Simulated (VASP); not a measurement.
**A VASP 6.6.1 single-point calculation on NaH**

INCAR

```
EDIFF = 1E-7
PREC = Accurate
ALGO = Normal
LASPH = .TRUE.
IBRION = -1
LWAVE = .FALSE.
LREAL = .FALSE.
ISIF = 2
METAGGA = R2SCAN
NELM = 54
NBANDS = 11
ISMEAR = 0
NSW = 0
LCHARG = .FALSE.
ENCUT = 520
SIGMA = 0.01
```

KPOINTS

```
KPOINTS created by Atomic Simulation Environment
0
Gamma
8 8 8
0 0 0
```

POSCAR

```
Na H
 1.0000000000000000
     0.0000000000000000    2.8605480000000001    0.0000000000000000
     2.8605480000000001    0.0000000000000000    0.0000000000000000
     0.0000000000000000    0.0000000000000000    2.9323910000000000
 Na  H
   1   1
Cartesian
  0.0000000000000000  0.0000000000000000  0.0000000000000000
  1.4302740000000000  1.4302740000000000  1.4661954999999998
```

The recommended PBE PAW datasets give the neutral cell 8 valence electrons.

Command

```
mpirun -np 1 vasp_std
```

Task: Predict the outcome of this run.

Result: VASP stopped before the first electronic step.

Standard output (part)

```
|     EEEEEEE  RRRRRR   RRRRRR   OOOOOOO  RRRRRR      ###     ###     ###     |
|     E        R     R  R     R  O     O  R     R     ###     ###     ###     |
|     E        R     R  R     R  O     O  R     R     ###     ###     ###     |
|     EEEEE    RRRRRR   RRRRRR   O     O  RRRRRR       #       #       #      |
|     E        R    R   R    R   O     O  R    R      ###     ###     ###     |
|     EEEEEEE  R     R  R     R  OOOOOOO  R     R     ###     ###     ###     |
|     ERROR: the triple product of the basis vectors is negative exchange     |
|     two basis vectors                                                       |
|       ---->  I REFUSE TO CONTINUE WITH THIS SICK JOB ... BYE!!! <----       |
```

The fault: left-handed cell vectors.
